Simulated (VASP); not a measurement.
Here is a VASP 6.6.1 calculation.

INCAR

```
PREC     = Accurate       # precision mode
ENCUT    = 300            # plane-wave cutoff, eV
EDIFF    = 1E-7           # SCF threshold, eV
ISMEAR   = 1              # smearing method
SIGMA    = 0.1            # smearing width, eV
LREAL    = False          # projectors in reciprocal space
LASPH    = True           # aspherical terms in the spheres
NELM     = 80             # most SCF steps
ALGO     = Normal         # electronic algorithm
ISIF     = 4              # what is computed and relaxed
LWAVE    = False          # write WAVECAR
LCHARG   = False          # write CHGCAR
GGA      = PE             # functional
IBRION   = 2              # ionic algorithm
NSW      = 40             # ionic steps
EDIFFG   = -0.01          # ionic threshold
```

File KPOINTS:

```
regular mesh
0
Gamma
  9 9 4
```

Contents of POSCAR:

```
Si                                      
1.0
    2.7217274321      0.0000000000      0.0000000000
   -1.3608637161      2.3570850984      0.0000000000
    0.0000000000      0.0000000000      4.5289385582
  Si            
     2
Direct
     0.3333333300000021    0.6666666699999979    0.2500000000000000
     0.6666666699999979    0.3333333300000021    0.7500000000000000
```

Potentials or basis: VASP PAW PBE potentials, release 64 (Si).

The run is started by

```bash
$ cat potpaw_PBE.64/Si/POTCAR > POTCAR
$ mpirun -np 1 vasp_std > vasp.out
```

Question: Estimate the energy gained by relaxing.

Answer: 0.0 meV/atom.

Question: What does it give for the band gap on the k mesh?

Answer: None (metal or under the smearing width).

Final structure:
```xyz
2
Lattice="2.7222 0.0000 0.0000 -1.3611 2.3575 0.0000 0.0000 0.0000 4.5275" Properties=species:S:1:pos:R:3 pbc="T T T"
Si    0.0000    1.5716    1.1319
Si    1.3611    0.7858    3.3956
```
